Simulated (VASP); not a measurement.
# K (Im-3m) in VASP: notebook

The runs below take K through relaxation of cell and atoms, with PBEsol, PBE, LDA.

All numbers are computed with VASP 6.6.1; they aren't measurements. Logs are shortened: lines on timing, memory, paths and dates and some standing lists are left out, and cuts for length are marked.

### Step 1. The structure

Symmetry: Im-3m, No. 229, cubic system. The conventional cell has a = 5.225 Å, b = 5.225 Å, c = 5.225 Å, α = 90.00°, β = 90.00°, γ = 90.00°.

### Step 2. Relaxation of cell and atoms, PBEsol

INCAR

```
PREC = Accurate
ENCUT = 600
EDIFF = 1E-6
ISMEAR = 1
SIGMA = 0.1
LREAL = False
LASPH = True
NELM = 80
ALGO = Normal
ISIF = 3
LWAVE = False
LCHARG = False
GGA = PS
IBRION = 2
NSW = 90
EDIFFG = -0.01
KPAR = 2
```

KPOINTS

```
Automatic mesh
0
Gamma
  10 10 10
```

POSCAR

```
K
1.0
   -2.6125000000      2.6125000000      2.6125000000
    2.6125000000     -2.6125000000      2.6125000000
    2.6125000000      2.6125000000     -2.6125000000
K
1
Direct
    0.0000000000      0.0000000000      0.0000000000
```

Potentials or basis: VASP PAW PBE potentials, release 64 (K_sv).

Started as:

```sh
$ cat potpaw_PBE.64/K_sv/POTCAR > POTCAR
$ mpirun -np 2 vasp_std > vasp.out
```

OUTCAR:

```text
PREC = Accurate
   ENCUT = 600
   EDIFF = 1E-6
   ISMEAR = 1
   LREAL = False
   LASPH = True
   NELM = 80
   ISIF = 3
   GGA = PS
   IBRION = 2
   NSW = 90
   EDIFFG = -0.01

 ion  position               nearest neighbor table
   1  0.000  0.000  0.000-

  LATTYP: Found a body centered cubic cell.
 ALAT       =     5.2250000000

  Lattice vectors:

 A1 = (  -2.6125000000,   2.6125000000,   2.6125000000)
 A2 = (   2.6125000000,  -2.6125000000,   2.6125000000)
 A3 = (   2.6125000000,   2.6125000000,  -2.6125000000)

Analysis of symmetry for initial positions (statically):
=====================================================================
 Subroutine PRICEL returns:
 Original cell was already a primitive cell.

 Routine SETGRP: Setting up the symmetry group for a
 body centered cubic supercell.

 Subroutine GETGRP returns: Found 48 space group operations
 (whereof 48 operations were pure point group operations)
 out of a pool of 48 trial point group operations.

The static configuration has the point symmetry O_h .

Analysis of symmetry for dynamics (positions and initial velocities):
=====================================================================
 Subroutine PRICEL returns:
 Original cell was already a primitive cell.

 Routine SETGRP: Setting up the symmetry group for a
 body centered cubic supercell.

 Subroutine GETGRP returns: Found 48 space group operations
 (whereof 48 operations were pure point group operations)
 out of a pool of 48 trial point group operations.

The dynamic configuration has the point symmetry O_h .

 Subroutine INISYM returns: Found 48 space group operations
 (whereof 48 operations are pure point group operations),
 and found     1 'primitive' translations

----------------------------------------------------------------------------------------

                                     Primitive cell

  volume of cell :      71.3229

  direct lattice vectors                    reciprocal lattice vectors
    -2.612500000  2.612500000  2.612500000     0.000000000  0.191387560  0.191387560
     2.612500000 -2.612500000  2.612500000     0.191387560  0.000000000  0.191387560
     2.612500000  2.612500000 -2.612500000     0.191387560  0.191387560  0.000000000

  length of vectors
     4.524982735  4.524982735  4.524982735     0.270662883  0.270662883  0.270662883

  position of ions in fractional coordinates (direct lattice)
     0.000000000  0.000000000  0.000000000

  ion indices of the primitive-cell ions
   primitive index   ion index
                 1           1

----------------------------------------------------------------------------------------

 KPOINTS: Automatic mesh

Automatic generation of k-mesh.
 Grid dimensions read from file:
 generate k-points for:   10   10   10

 Generating k-lattice:

  Cartesian coordinates                     Fractional coordinates (reciprocal lattice)
     0.000000000  0.019138756  0.019138756     0.100000000  0.000000000  0.000000000
     0.019138756  0.000000000  0.019138756     0.000000000  0.100000000  0.000000000
     0.019138756  0.019138756  0.000000000     0.000000000  0.000000000  0.100000000

  Length of vectors
     0.027066288  0.027066288  0.027066288

  Shift w.r.t. Gamma in fractional coordinates (k-lattice)
     0.000000000  0.000000000  0.000000000

 Subroutine IBZKPT returns following result:
 ===========================================

 Found     47 irreducible k-points:

 Following reciprocal coordinates:
            Coordinates               Weight
  0.000000  0.000000  0.000000      1.000000
  0.100000  0.000000  0.000000     12.000000
  0.200000  0.000000  0.000000     12.000000
  0.300000  0.000000  0.000000     12.000000
  0.400000  0.000000  0.000000     12.000000
  0.500000  0.000000  0.000000      6.000000
[... 16 lines left out ...]
  0.300000  0.300000  0.100000      8.000000
 -0.300000  0.300000  0.100000     24.000000
 [... further k-points ...]
   k-points           NKPTS =     47   k-points in BZ     NKDIM =     47   number of bands    NBANDS=      8
   number of dos      NEDOS =    301   number of ions     NIONS =      1
   total plane-waves  NPLWV =  46656
   dimension x,y,z NGX =    36 NGY =   36 NGZ =   36
   dimension x,y,z NGXF=    72 NGYF=   72 NGZF=   72
   ions per type =               1
   NGX,Y,Z   is equivalent  to a cutoff of  13.23, 13.23, 13.23 a.u.
   NGXF,Y,Z  is equivalent  to a cutoff of  26.45, 26.45, 26.45 a.u.
 SYSTEM =  unknown system
   PREC   = accura    normal or accurate (medium, high low for compatibility)
   ISTART =      0    job   : 0-new  1-cont  2-samecut
   ICHARG =      2    charge: 1-file 2-atom 10-const
   ISPIN  =      1    spin polarized calculation?
   LNONCOLLINEAR =      F non collinear calculations
   LSORBIT =      F    spin-orbit coupling
   LASPH  =      T    aspherical Exc in radial PAW
   ENCUT  =  600.0 eV  44.10 Ry    6.64 a.u.   9.04  9.04  9.04*2*pi/ulx,y,z
   NELM   =     80;   NELMIN=  2; NELMDL= -5     # of ELM steps
   EDIFF  = 0.1E-05   stopping-criterion for ELM
   LREAL  =      F    real-space projection
   EDIFFG = -.1E-01   stopping-criterion for IOM
   NSW    =     90    number of steps for IOM
   IBRION =      2    ionic relax: 0-MD 1-quasi-New 2-CG
   NFREE  =      1    steps in history (QN), initial steepest desc. (CG)
   ISIF   =      3    stress and relaxation
   ISYM   =      2    0-nonsym 1-usesym 2-fastsym
   POTIM  = 0.5000    time-step for ionic-motion
   TEBEG  =    0.0;   TEEND  =   0.0 temperature during run
   PSTRESS=    0.0 pullay stress
   NELECT =       9.0000    total number of electrons
   NUPDOWN=      -1.0000    fix difference up-down
   EMIN   =  10.00;   EMAX   =-10.00  energy-range for DOS
   EFERMI =   0.00;   METHOD = LEGACY
   ISMEAR =     1;   SIGMA  =   0.10  broadening in eV -4-tet -1-fermi 0-gaus
   EFERMI_NEDOS =   21; number of points for ismear=-14 and -15
   IALGO  =     38    algorithm
   IMIX   =      4    mixing-type and parameters
     AMIX     =   0.40;   BMIX     =  1.00
     AMIX_MAG =   1.60;   BMIX_MAG =  1.00
  volume/ion in A,a.u.               =      71.32       481.31
  Fermi-wavevector in a.u.,A,eV,Ry     =   0.821131  1.551714  9.173822  0.674257
  Thomas-Fermi vector in A             =   1.932236
   LORBIT       =      0    0 simple, 1 ext, 2 COOP (PROOUT), +10 PAW based schemes
   GGA     = PS    functional components
   LHFCALC =     F    Hartree Fock is set to
   AEXX    =    0.0000 exact exchange contribution
   IVDW    =     0    specifies the selected vdW correction
   LEPSILON=     F    determine dielectric tensor
   LRPA    =     F    only Hartree local field effects (RPA)
 conjugate gradient relaxation of ions
 non-spin polarized calculation
 Methfessel and Paxton  Order N= 1 SIGMA  =   0.10
  energy-cutoff  :      600.00
  volume of cell :       71.32
 maximum number of plane-waves:      2404
   NGX = 19   NGY = 19   NGZ = 19

 number of electron       9.0000000 magnetization

 Free energy of the ion-electron system (eV)
  ---------------------------------------------------
  ext. energy  EPLUGINS =         0.00000000
  ---------------------------------------------------
  free energy    TOTEN  =        -1.13015722 eV

  energy without entropy =       -1.12910633  energy(sigma->0) =       -1.12980692

 E-fermi :  -0.1058     XC(G=0):  -5.7736

 val. band max:       -0.1116774175   @ k =   0.3000   0.2000   0.0000
 cond. band min:      -0.0160563345   @ k =  -0.4000   0.4000   0.2000
 fundamental gap:      0.0956210830
 Fermi energy:        -0.1058143637

 k-point     1 :       0.0000    0.0000    0.0000
  band No.  band energies     occupation
      1     -32.0746      2.00000
      2     -15.5824      2.00000
      3     -15.5824      2.00000
      4     -15.5824      2.00000
      5      -2.3033      2.00000
      6       4.2247      0.00000
      7       4.2247      0.00000
      8       4.2247      0.00000

 k-point     2 :       0.1000    0.0000    0.0000
  band No.  band energies     occupation
      1     -32.0741      2.00000
      2     -15.5899      2.00000
      3     -15.5849      2.00000
      4     -15.5824      2.00000
      5      -2.1759      2.00000
      6       4.0243      0.00000
      7       4.0628      0.00000
      8       4.3277      0.00000

 k-point     3 :       0.2000    0.0000    0.0000
  band No.  band energies     occupation
      1     -32.0729      2.00000
      2     -15.6092      2.00000
      3     -15.5913      2.00000
      4     -15.5824      2.00000
      5      -1.8022      2.00000
      6       3.3076      0.00000
      7       3.7162      0.00000
      8       4.6324      0.00000

 k-point     4 :       0.3000    0.0000    0.0000
  band No.  band energies     occupation
      1     -32.0714      2.00000
      2     -15.6329      2.00000
      3     -15.5993      2.00000
      4     -15.5824      2.00000
      5      -1.2078      2.00000
      6       2.3873      0.00000
      7       3.3795      0.00000
      8       5.0128      0.00000

 k-point     5 :       0.4000    0.0000    0.0000
  band No.  band energies     occupation
      1     -32.0702      2.00000
      2     -15.6518      2.00000
      3     -15.6057      2.00000
      4     -15.5824      2.00000
      5      -0.4363      2.00003
      6       1.4348     -0.00000
      7       3.1519      0.00000
      8       4.9336      0.00000
[... 177 lines left out ...]
 k-point    22 :      -0.2000    0.2000    0.1000
  band No.  band energies     occupation
      1     -32.0725      2.00000
      2     -15.6092      2.00000
      3     -15.5939      2.00000
      4     -15.5884      2.00000
      5      -1.6799      2.00000
      6       3.3467      0.00000
      7       3.6950      0.00000
      8       4.2528      0.00000

 k-point    23 :       0.3000    0.3000    0.1000
  band No.  band energies     occupation
      1     -32.0694      2.00000
      2     -15.6303      2.00000
      3     -15.6303      2.00000
      4     -15.5982      2.00000
      5       1.1560     -0.00000
      6       1.1560     -0.00000
      7       1.5295     -0.00000
      8       3.7819      0.00000

 k-point    24 :      -0.3000    0.3000    0.1000
  band No.  band energies     occupation
      1     -32.0710      2.00000
      2     -15.6318      2.00000
      3     -15.6020      2.00000
      4     -15.5881      2.00000
      5      -1.0915      2.00000
      6       2.4377      0.00000
      7       3.3931      0.00000
      8       4.3074      0.00000

 [... further k-points ...]
[... 5 lines left out ...]
  --------------------------------------------------------------------------------------
  -------------------------------------------------------------------------------------
  Total       -0.0072090     -0.0072090     -0.0072090     -0.0000000      0.0000000     -0.0000000
  in kB       -0.1619402     -0.1619402     -0.1619402     -0.0000000      0.0000000     -0.0000000
  external PRESSURE =      -0.1619402 kB  Pullay stress =       0.0000000 kB

 VOLUME and BASIS-vectors are now :
 -----------------------------------------------------------------------------
  energy-cutoff  :      600.00
  volume of cell :       71.32
      direct lattice vectors                 reciprocal lattice vectors
    -2.612500000  2.612500000  2.612500000     0.000000000  0.191387560  0.191387560
     2.612500000 -2.612500000  2.612500000     0.191387560  0.000000000  0.191387560
     2.612500000  2.612500000 -2.612500000     0.191387560  0.191387560  0.000000000

 POSITION                                       TOTAL-FORCE (eV/Angst)
 -----------------------------------------------------------------------------------
      0.00000      0.00000      0.00000         0.000000     -0.000000     -0.000000
 -----------------------------------------------------------------------------------
    total drift:                               -0.000000     -0.000000      0.000000

  FREE ENERGIE OF THE ION-ELECTRON SYSTEM (eV)
  ---------------------------------------------------
  free  energy   TOTEN  =        -1.1301572198 eV

  energy  without entropy=       -1.1291063252  energy(sigma->0) =       -1.12980692

 reached required accuracy - stopping structural energy minimisation
```

Run time: 7.5 s. Hardware: 2 MPI ranks of AMD EPYC 9R45 (Zen 5), shared host; peak memory 0.19 GiB.

What came out:

```yaml
Free_energy: -1.1302 eV
Pressure_after_relaxing: 0.0 GPa
Band_gap_on_the_k_mesh: none (metal or under the smearing width)
```

Final structure:
```
CELL_PARAMETERS angstrom
-2.61250 2.61250 2.61250
2.61250 -2.61250 2.61250
2.61250 2.61250 -2.61250
ATOMIC_POSITIONS crystal
K 0.00000 0.00000 0.00000
```

Caveat: the relaxation stopped at its first step, so nothing moved; the PAW data sets were made with another functional, which shifts forces and pressure a little.

(Part 1 of 2 ends here.)
